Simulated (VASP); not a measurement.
Te2Pt (Moncheite) under changes of volume

One of the cells (24.626 Å³/atom); the others are scaled copies at fixed shape and fractional positions:

```xyz
3
Lattice="4.0366 0.0000 0.0000 -2.0183 3.4958 0.0000 0.0000 0.0000 5.2354" Properties=species:S:1:pos:R:3 pbc="T T T"
Pt    0.0000    0.0000    0.0000
Te    2.0183    1.1653    3.9266
Te    0.0000    2.3305    1.3089
```

| Item | Value |
| --- | --- |
| Program | VASP 6.6.1 |
| Functional | PBE |
| Potentials or basis | VASP PAW PBE potentials, release 64 (Pt, Te) |
| Cutoff | 520 eV |
| k mesh | 8 × 8 × 5 |
| Occupations | fermi-dirac, width 0.05 eV |
| Spin | no spin polarisation |

```csv
volume (Å³/atom),energy over the lowest point (meV/atom),pressure (GPa),largest force (eV/Å)
22.694,161.45,17.9,1.841
23.177,112.76,14.4,1.531
23.660,74.08,11.3,1.247
24.626,?,?,?
25.108,8.11,3.7,0.527
25.591,0.00,1.7,0.327
```

Problem. What does the run at 24.626 Å³/atom give?

Solution. Energy over the lowest point 22.64 meV/atom; pressure 5.9 GPa; largest force 0.747 eV/Å.

Worked out: A Birch-Murnaghan fit of order 3 (a polynomial in V^(-2/3)) to the other rows has its minimum at 26.04 Å³/atom, just outside them, with B0 = V·E''(V) = 93 GPa and B' = 4.8 at fixed shape and positions, which overstates the stiffness. It gives 22.63 meV/atom at 24.626 Å³/atom, against the run's 22.64, and -dE/dV = 6.0 GPa, against 5.9.

Energies are extrapolated to zero smearing.

Caveats: forces of over 1 eV/Å show positions far from the minimum, so gaps and moduli don't describe the material at rest (some runs).
